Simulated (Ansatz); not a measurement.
# Rh: equation of state, part 2 of 2

Aim: scale the cell of Rh up and down at fixed shape and fractional positions, and get the equilibrium volume and bulk modulus with LAPW, PAW and all-electron datasets made for the crystal.

Ansatz 0.2.0; DFT PBE; a cell built from a prototype (fcc type), not taken from measurement. «Crystal datasets» are all-electron PAW datasets made for this crystal.

## Step 7: Volume × 1.02, LAPW

input.yaml reads:

```yaml
crystal:
  lattice:
    - [0.0, 1.9279725712, 1.9279725712]
    - [1.9279725712, 0.0, 1.9279725712]
    - [1.9279725712, 1.9279725712, 0.0]
  atoms:
    - { symbol: Rh, position: [0.0, 0.0, 0.0] }
kpoints:
  mp_grid: { grid: [16, 16, 16] }
scf:
  occupations: { method: fermi_dirac, width: 0.05 }
hamiltonian:
  xc: pbe
  pseudopotentials: { kind: all_electron, lapw: { basis_error: 0.0005 } }
output:
  forces: true
  stress: true
  eigenvalues: true
```

Command:

```bash
> ansatz run input.yaml --threads 1 --pin off --max-ram 2048MiB --backend cpu --events-out ev --progress --plain --runs-dir out
```

Standard output, shortened:

```text
LAPW: plane waves up to 8.696 Å⁻¹, error target 5.0e-4 eV per atom; small_component_spin mean_spin; Rh in spheres of 1.363 Å, 27 of its electrons in bands, Dirac shells []
[...]
Pseudopotentials: kind: all_electron
Pseudopotential: Rh, LAPW, valence charge 27, Koelling and Harmon's equation, gaussian nucleus
Functional definition: PBE
[...]
Crystal: 1 atoms, lattice volume = 14.333 Å³
Basis set: ecut = 288.1402518689476 eV, 169 PW (Γ), exchange–correlation at level 2
Bands: 18, of which v1, the nominal top of the filled ones, is band 14 counted from 1 (13 counted from 0)
Symmetry: 48 space group operations
Space group: Fm-3m (ITA 225), of the structure as read, at distance tolerance 2.4e-5 Å
k-points: 145 of 4096
[...]
SCF iter   1: F=—  HF=-130187.774285 eV  |F-HF|=—  |Δ(HF+E_count)|=         —  Δρ=3.58e-2  dr2=9.46e-2  ethr=3.49e-4  ⟨swp⟩=3.0  Hψ=17095  notcnv=0
[...]
SCF iter   6: F=-130187.298967 eV  HF=-130187.298967 eV  |F-HF|=2.33e-10  |Δ(HF+E_count)|=   5.16e-7  Δρ=2.50e-6  dr2=3.36e-10  ethr=1.83e-9  ⟨swp⟩=2.5  Hψ=7385  notcnv=0
[...]
SCF converged after 6 iterations
Free energy (F): -130187.298967 eV
[...]
E sigma→0 (E₀):  -130187.292573 eV
Entropy (-TS):   -0.012789 eV (-12.789 meV/atom)
Fermi energy:    23.310505 eV
[...]
--- Forces (eV/Å), atoms counted from 1 ---
  atom   1  Rh    -0.00000000     0.00000000     0.00000000
[...]
--- Stress (GPa, compression-positive) ---
       -4.868108       0.000000       0.000000
        0.000000      -4.868108       0.000000
        0.000000       0.000000      -4.868108
  P = ⅓ Tr σ = -4.8681 GPa (-48.681 kbar)
--- Band table (eV; the first three rows and the last of 145) ---
  k-point 0: bands = ["-273.5167", "-273.5167", "-273.5167", "-273.4905", "-273.4905", "-55.4403", "-22.9544", "-22.9544", "-22.9544", "15.6620", "20.4336", "20.4336", "20.4336", "22.3877", "22.3877", "39.1376", "44.2636", "44.2636"]
[...]
```

It took 6.8 s on 1 thread of Intel Xeon 6975P-C (Granite Rapids), shared host; peak memory 0.39 GiB.

Read from it: pressure -4.87 GPa; no gap.

## Step 8: Volume × 1.02, PAW

Edit input.yaml of step 7 so:

```diff
@@ -13,3 +13,3 @@
   xc: pbe
-  pseudopotentials: { kind: all_electron, lapw: { basis_error: 0.0005 } }
+  pseudopotentials: { kind: paw }
 output:
@@ -18 +18,6 @@
   eigenvalues: true
+  efg: { contact_densities: true }
+  write_density: true
+  write_potential: true
+  elf: true
+  volumetric_format: npy
```

Command:

```bash
> ansatz run input.yaml --threads 1 --pin off --max-ram 2048MiB --backend cpu --events-out ev --progress --plain --runs-dir out
```

Standard output, shortened:

```text
Rh: output.efg is read without spin–orbit coupling, which moves field gradients at and beside such atoms by some per cent and up to a factor of two; PAW files take it under magnetization.noncollinear and magnetization.spin_orbit
[...]
[... 3 set-up lines as earlier in the session ...]
[...]
Crystal: 1 atoms, lattice volume = 14.333 Å³
Basis set: ecut = 420 eV, 283 PW (Γ), exchange–correlation on 40×40×40 points (8 copies of the dense FFT grid, shifted against one another)
Bands: 13, of which v1, the nominal top of the filled ones, is band 9 counted from 1 (8 counted from 0)
[... 2 set-up lines as earlier in the session ...]
k-points: 145 of 4096
[...]
SCF converged after 6 iterations
Free energy (F): -6402.890146 eV
[...]
E sigma→0 (E₀):  -6402.883747 eV
Entropy (-TS):   -0.012797 eV (-12.797 meV/atom)
Fermi energy:    21.214213 eV
[...]
--- Forces (eV/Å), atoms counted from 1 ---
  atom   1  Rh    -0.00000000     0.00000000    -0.00000000
[...]
--- Stress (GPa, compression-positive) ---
       -4.832755       0.000000       0.000000
        0.000000      -4.832755      -0.000000
       -0.000000      -0.000000      -4.832755
  P = ⅓ Tr σ = -4.8328 GPa (-48.328 kbar)
--- PAW observables at the nuclei: V_zz in 10²¹ V/m², potentials from the cell's mean, atoms counted from 1 ---
  atom   1  Rh V_zz =    +0.000000   η = 0.0000   by run symmetry: forbidden
            electrostatic potential = -7028.491038 V   contact ρ = 789886.171942 e/Å³
--- Band table (eV; the first three rows and the last of 145) ---
  k-point 0: bands = ["-57.5315", "-25.0501", "-25.0501", "-25.0501", "13.5613", "18.3359", "18.3359", "18.3359", "20.2893", "20.2893", "37.0567", "42.1737", "42.1737"]
[...]
```

Run time: 1.7 s. Hardware: 1 thread of Intel Xeon 6975P-C (Granite Rapids), shared host; peak memory 0.41 GiB.

In short: pressure -4.83 GPa; no gap.

## Step 9: Volume × 1.04, LAPW

input.yaml reads:

```yaml
crystal:
  lattice:
    - [0.0, 1.9404922244, 1.9404922244]
    - [1.9404922244, 0.0, 1.9404922244]
    - [1.9404922244, 1.9404922244, 0.0]
  atoms:
    - { symbol: Rh, position: [0.0, 0.0, 0.0] }
kpoints:
  mp_grid: { grid: [16, 16, 16] }
scf:
  occupations: { method: fermi_dirac, width: 0.05 }
hamiltonian:
  xc: pbe
  pseudopotentials: { kind: all_electron, lapw: { basis_error: 0.0005 } }
output:
  forces: true
  stress: true
  eigenvalues: true
```

Command:

```bash
> ansatz run input.yaml --threads 1 --pin off --max-ram 2048MiB --backend cpu --events-out ev --progress --plain --runs-dir out
```

Standard output, shortened:

```text
LAPW: plane waves up to 8.635 Å⁻¹, error target 5.0e-4 eV per atom; small_component_spin mean_spin; Rh in spheres of 1.372 Å, 27 of its electrons in bands, Dirac shells []
[...]
[... 3 set-up lines as earlier in the session ...]
[...]
Crystal: 1 atoms, lattice volume = 14.614 Å³
Basis set: ecut = 284.0817094009199 eV, 169 PW (Γ), exchange–correlation at level 2
Bands: 18, of which v1, the nominal top of the filled ones, is band 14 counted from 1 (13 counted from 0)
[... 2 set-up lines as earlier in the session ...]
k-points: 145 of 4096
[...]
SCF iter   1: F=—  HF=-130187.764907 eV  |F-HF|=—  |Δ(HF+E_count)|=         —  Δρ=3.51e-2  dr2=9.40e-2  ethr=3.46e-4  ⟨swp⟩=2.9  Hψ=17077  notcnv=0
[...]
SCF iter   6: F=-130187.286610 eV  HF=-130187.286610 eV  |F-HF|=3.93e-10  |Δ(HF+E_count)|=   5.13e-7  Δρ=2.65e-6  dr2=3.91e-10  ethr=1.77e-9  ⟨swp⟩=2.6  Hψ=7409  notcnv=0
[...]
SCF converged after 6 iterations
Free energy (F): -130187.286610 eV
[...]
E sigma→0 (E₀):  -130187.280022 eV
Entropy (-TS):   -0.013176 eV (-13.176 meV/atom)
Fermi energy:    22.740203 eV
[...]
--- Forces (eV/Å), atoms counted from 1 ---
  atom   1  Rh     0.00000000    -0.00000000     0.00000000
[...]
--- Stress (GPa, compression-positive) ---
       -9.131366      -0.000000      -0.000000
       -0.000000      -9.131366       0.000000
       -0.000000       0.000000      -9.131366
  P = ⅓ Tr σ = -9.1314 GPa (-91.314 kbar)
--- Band table (eV; the first three rows and the last of 145) ---
  k-point 0: bands = ["-274.0510", "-274.0510", "-274.0510", "-274.0248", "-274.0248", "-55.9555", "-23.4909", "-23.4909", "-23.4909", "15.2313", "19.9492", "19.9492", "19.9492", "21.8438", "21.8438", "38.5768", "43.6018", "43.6018"]
[...]
```

Wall time 6.8 s (1 thread of Intel Xeon 6975P-C (Granite Rapids), shared host); peak memory 0.37 GiB.

This run gives: pressure -9.13 GPa; no gap.

## Step 10: Volume × 1.04, PAW

Edit input.yaml of step 9 so:

```diff
@@ -13,3 +13,3 @@
   xc: pbe
-  pseudopotentials: { kind: all_electron, lapw: { basis_error: 0.0005 } }
+  pseudopotentials: { kind: paw }
 output:
@@ -18 +18,2 @@
   eigenvalues: true
+  efg: { contact_densities: true }
```

Command:

```bash
> ansatz run input.yaml --threads 1 --pin off --max-ram 2048MiB --backend cpu --events-out ev --progress --plain --runs-dir out
```

Standard output, shortened:

```text
Rh: output.efg is read without spin–orbit coupling, which moves field gradients at and beside such atoms by some per cent and up to a factor of two; PAW files take it under magnetization.noncollinear and magnetization.spin_orbit
[...]
[... 3 set-up lines as earlier in the session ...]
[...]
Crystal: 1 atoms, lattice volume = 14.614 Å³
Basis set: ecut = 420 eV, 283 PW (Γ), exchange–correlation on 40×40×40 points (8 copies of the dense FFT grid, shifted against one another)
Bands: 13, of which v1, the nominal top of the filled ones, is band 9 counted from 1 (8 counted from 0)
[... 2 set-up lines as earlier in the session ...]
k-points: 145 of 4096
[...]
SCF converged after 6 iterations
Free energy (F): -6402.877855 eV
[...]
E sigma→0 (E₀):  -6402.871263 eV
Entropy (-TS):   -0.013184 eV (-13.184 meV/atom)
Fermi energy:    20.684169 eV
[...]
--- Forces (eV/Å), atoms counted from 1 ---
  atom   1  Rh    -0.00000000    -0.00000000     0.00000000
[...]
--- Stress (GPa, compression-positive) ---
       -9.095494      -0.000000       0.000000
       -0.000000      -9.095494       0.000000
        0.000000       0.000000      -9.095494
  P = ⅓ Tr σ = -9.0955 GPa (-90.955 kbar)
--- PAW observables at the nuclei: V_zz in 10²¹ V/m², potentials from the cell's mean, atoms counted from 1 ---
  atom   1  Rh V_zz =    -0.000000   η = 0.0000   by run symmetry: forbidden
            electrostatic potential = -7027.938904 V   contact ρ = 789884.403474 e/Å³
--- Band table (eV; the first three rows and the last of 145) ---
  k-point 0: bands = ["-58.0066", "-25.5465", "-25.5465", "-25.5465", "13.1712", "17.8919", "17.8919", "17.8919", "19.7859", "19.7859", "36.5362", "41.5527", "41.5527"]
[...]
```

Run time: 1.4 s. Hardware: 1 thread of Intel Xeon 6975P-C (Granite Rapids), shared host; peak memory 0.4 GiB.

In short: pressure -9.10 GPa; no gap.

## Step 11: Volume × 1.04, crystal datasets

Edit input.yaml of step 10 so:

```diff
@@ -13,3 +13,3 @@
   xc: pbe
-  pseudopotentials: { kind: paw }
+  pseudopotentials: { kind: all_electron, datasets: crystal }
 output:
```

Command:

```bash
> ansatz run input.yaml --threads 1 --pin off --max-ram 2048MiB --backend cpu --events-out ev --progress --plain --runs-dir out
```

Standard output, shortened:

```text
[...]
Rh: output.efg is read without spin–orbit coupling, which moves field gradients at and beside such atoms by some per cent and up to a factor of two; PAW files take it under magnetization.noncollinear and magnetization.spin_orbit
[...]
[... 1 set-up line as earlier in the session ...]
Pseudopotential: Rh, paw, valence charge 17, recommended cutoff 280 eV (normal), Koelling and Harmon's equation, gaussian nucleus
[... 1 set-up line as earlier in the session ...]
[...]
Crystal: 1 atoms, lattice volume = 14.614 Å³
Basis set: ecut = 280 eV, 169 PW (Γ), exchange–correlation on 30×30×30 points (8 copies of the dense FFT grid, shifted against one another)
Bands: 9, of which v1, the nominal top of the filled ones, is band 5 counted from 1 (4 counted from 0)
[... 2 set-up lines as earlier in the session ...]
k-points: 145 of 4096
[...]
Fermi energy:    22.740219 eV
[...]
  The terms above E_closure are by the made datasets' own strengths, without shells solved beside the bands.
--- Forces (eV/Å), atoms counted from 1 ---
  atom   1  Rh     0.00000000     0.00000000    -0.00000000
[...]
--- Stress (GPa, compression-positive) ---
       -9.128215       0.000000      -0.000000
        0.000000      -9.128215       0.000000
       -0.000000       0.000000      -9.128215
  P = ⅓ Tr σ = -9.1282 GPa (-91.282 kbar)
  It holds what live shells' own plane waves past their cutoff add
--- PAW observables at the nuclei: V_zz in 10²¹ V/m², potentials from the cell's mean, atoms counted from 1 ---
  atom   1  Rh V_zz =    +0.000000   η = 0.0000   by run symmetry: forbidden
            electrostatic potential = -7027.995824 V   contact ρ = 789913.794117 e/Å³
--- Band table (eV; the first three rows and the last of 145) ---
  k-point 0: bands = ["15.2312", "19.9492", "19.9492", "19.9492", "21.8438", "21.8438", "38.5768"]
[...]
```

Wall time 3.9 s (1 thread of Intel Xeon 6975P-C (Granite Rapids), shared host); peak memory 0.43 GiB.

Read from it: pressure -9.13 GPa; no gap.

## Step 12: The equation of state

The rows at scale 1 come from earlier runs of the unscaled cell with the same settings.

| method | volume (Å³/atom) | F above the lowest (meV/atom) | pressure (GPa) |
| --- | --- | --- | --- |
| LAPW | 13.490 | 19.5 | 11.60 |
| LAPW | 13.771 | 4.6 | 5.43 |
| LAPW | 14.052 | 0.0 | -0.04 |
| LAPW | 14.333 | 4.4 | -4.87 |
| LAPW | 14.614 | 16.8 | -9.13 |
| PAW | 13.490 | 19.6 | 11.64 |
| PAW | 13.771 | 4.7 | 5.46 |
| PAW | 14.052 | 0.0 | 0.00 |
| PAW | 14.333 | 4.3 | -4.83 |
| PAW | 14.614 | 16.6 | -9.10 |
| crystal datasets | 13.490 | – | 11.61 |
| crystal datasets | 14.052 | – | -0.04 |
| crystal datasets | 14.614 | – | -9.13 |

## Step 13: Summary of results

This closing draws on all 2 parts.

| quantity | value |
| --- | --- |
| equilibrium volume (LAPW) | 14.050 Å³/atom |
| bulk modulus (LAPW) | 257 GPa |
| its pressure derivative (LAPW) | 5.2 |
| equilibrium volume (PAW) | 14.052 Å³/atom |
| bulk modulus (PAW) | 257 GPa |
| its pressure derivative (PAW) | 5.2 |

**Reading.** A third-order Birch-Murnaghan fit to the LAPW pressures puts zero pressure at 14.05 Å³/atom, less than 0.1 % from the given cell, with a bulk modulus of 257 GPa. Against the measured bulk modulus of Rh, 264 GPa (quoted in “Thermal equation of state of rhodium characterized by XRD in a resistively heated diamond anvil cell”, 2024, pmc:11535440), the calculated 257 GPa is off by -2.7 %. The calculation is for a static lattice at 0 K; heat and zero-point motion mostly soften a crystal. PAW's volume lies +0.01 % and its modulus less than 0.1 % from LAPW's. No thermal or zero-point expansion is included.
